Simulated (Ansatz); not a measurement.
Co under changes of volume

One of the cells (10.886 Å³/atom); the others are scaled copies at fixed shape and fractional positions:

```
CELL_PARAMETERS angstrom
2.48736 0.00000 0.00000
-1.24368 2.15412 0.00000
0.00000 0.00000 4.06329
ATOMIC_POSITIONS crystal
Co 0.33333 0.66667 0.74014
Co 0.66667 0.33333 0.25986
```

| Property | Result |
| --- | --- |
| Program | Ansatz 0.2.0 |
| Functional | LDA |
| Potentials or basis | Ansatz PAW |
| Cutoff | 420 eV (not typed: the program's choice for these potentials) |
| k mesh | 12 × 12 × 7 |
| Occupations | fermi-dirac, width 0.05 eV |
| Spin | collinear spin, ferromagnetic start |
| Starting moments | [2.0, 2.0] μB |

```tsv
volume (Å³/atom)	energy over the lowest point (meV/atom)	pressure (GPa)	moment (μB per cell)	largest force (eV/Å)
10.233	0.00	-5.1	3.02	0.632
10.450	10.59	-9.9	3.06	0.553
10.668	27.14	-14.1	3.12	0.477
10.886	48.80	-17.7	3.17	0.408
11.103	75.11	-21.0	3.22	0.345
11.321	?	?	?	?
11.539	139.90	-26.5	3.29	0.237
```

Q: What does the run at 11.321 Å³/atom give?

A: Energy over the lowest point 105.62 meV/atom; pressure -23.9 GPa; moment 3.26 μB per cell; largest force 0.288 eV/Å.

Worked out: A Birch-Murnaghan fit of order 3 (a polynomial in V^(-2/3)) to the other rows has its minimum at 10.00 Å³/atom, just outside them, with B0 = V·E''(V) = 250 GPa and B' = 4.2 at fixed shape and positions, which overstates the stiffness. It gives 105.64 meV/atom at 11.321 Å³/atom, against the run's 105.62, and -dE/dV = -23.9 GPa, against -23.9. A parabola through the other rows of the moment, of slope 0.18 μB per Å³/atom there, gives 3.25 μB, against the run's 3.26.

Energies are extrapolated to zero smearing.

Caveats: the PAW data sets come from PBE, with cores solved anew for the run's functional, which leaves a small shift of forces and pressure.
